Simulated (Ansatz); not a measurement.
## Si₂Ni and a variant

Base: an entry of the Crystallography Open Database (COD), whose atoms a relaxation with PBE at fixed cell left in place.

```yaml
crystal:
  lattice:
    - [0.00000, 2.70300, 2.70300]
    - [2.70300, 0.00000, 2.70300]
    - [2.70300, 2.70300, 0.00000]
  atoms:
    - { symbol: Si, position: [0.25000, 0.25000, 0.25000] }
    - { symbol: Si, position: [0.75000, 0.75000, 0.75000] }
    - { symbol: Ni, position: [0.00000, 0.00000, 0.00000] }
```

Atom numbers follow the list; atoms alike are taken as one site, whose name carries the number of the first.

Computed with Ansatz: DFT, PBE, plane waves and PAW, scalar-relativistic, collinear spin, 420 eV cutoff, Γ-centred 15×15×15 k-points, Fermi–Dirac smearing 0.05 eV. Start moments as typed (μB): 1.5 on each Ni, none on the rest.

Gradients in 10²¹ V/m²:

```csv
site,atoms,V_zz base,η base,V_zz variant,η variant
Si,"1, 2",0.00,–,-0.19,0.00
Ni,3,0.00,–,0.20,0.00
```

Problem. Which change was made?
A. volume scaled by 0.98, ions relaxed
B. z stretched by 3 %, ions relaxed
C. volume scaled by 1.06, ions relaxed
D. z compressed by 3 %, ions relaxed

Solution. D. The largest change of V_zz is on Ni, from 0.00 to 0.20.

The start moments die out, and the run ends without spin.
For the variant: With no gap above 0.1 eV, as in a metal, the gradients converge slowly in k; expect changes of a tenth or more on a denser mesh. With these PAW files V_zz is typically within 2 to 3 % of all-electron values, but misses above 10 % occur on Ni. At this changed cell the PBE pressure is 9 GPa.
